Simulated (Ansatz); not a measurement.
Stress against strain in SiC

```
CELL_PARAMETERS angstrom
3.07600 0.00000 0.00000
-1.53800 2.66389 0.00000
0.00000 0.00000 5.04800
ATOMIC_POSITIONS crystal
Si 0.33333 0.66667 0.00000
Si 0.66667 0.33333 0.50000
C 0.33333 0.66667 0.38500
C 0.66667 0.33333 0.88500
```

Atom numbers follow the list: Si1, Si2, C3, C4.

The conventional cell has a = 3.076 Å, b = 3.076 Å, c = 5.048 Å, α = 90.00°, β = 90.00°, γ = 120.00°. Around Si (atom 1) lie 4 C at 1.87 to 1.94 Å. C (atom 3) has 4 Si at 1.87 to 1.94 Å as nearest neighbours.

The geometry is COD entry 9008875, unchecked; take it as a test cell.

Method: DFT, PBE, all-electron LAPW, scalar-relativistic in Ansatz 0.2.0.

Settings: a Γ-centred 15×15×8 k mesh, Fermi–Dirac smearing of 0.08 eV, basis error target 1 meV/atom, no spin polarisation.

The strain is applied along the Cartesian axes of the cell as listed (the other components stay zero). Fractional coordinates are held (clamped ions).

σ is the change of stress from the unstrained cell, which is at 3.71 GPa; tension is positive, so slopes are stress–strain coefficients at that pressure.

Only quantities that a quadratic follows smoothly over the whole series are listed; rougher ones are left out.

| εxx = εyy | σzz (GPa) | σxx (GPa) |
| --- | --- | --- |
| -0.0300 | -2.84 | -23.64 |
| -0.0200 | -1.79 | -14.98 |
| -0.0100 | -0.85 | -7.12 |
| 0.0000 | 0.00 | 0.00 |
| 0.0100 | 0.76 | 6.44 |
| 0.0300 | 2.07 | 17.48 |

(1) Fit the series and read off the stiffness at zero strain.

(2) One run, at εxx = εyy = 0.0200, is withheld. Predict its row.

## Answers

(1) Least-squares fits y = p0 + p1 x + p2 x² to the rows give σzz (GPa): p1 = 81.6, p2 = -430; σxx (GPa): p1 = 684, p2 = -3400. So C13 + C23 = 82 GPa and C11 + C12 = 684 GPa, for these axes.

(2) The fits give 1.46, 12.32; the run gave 1.45, 12.25.
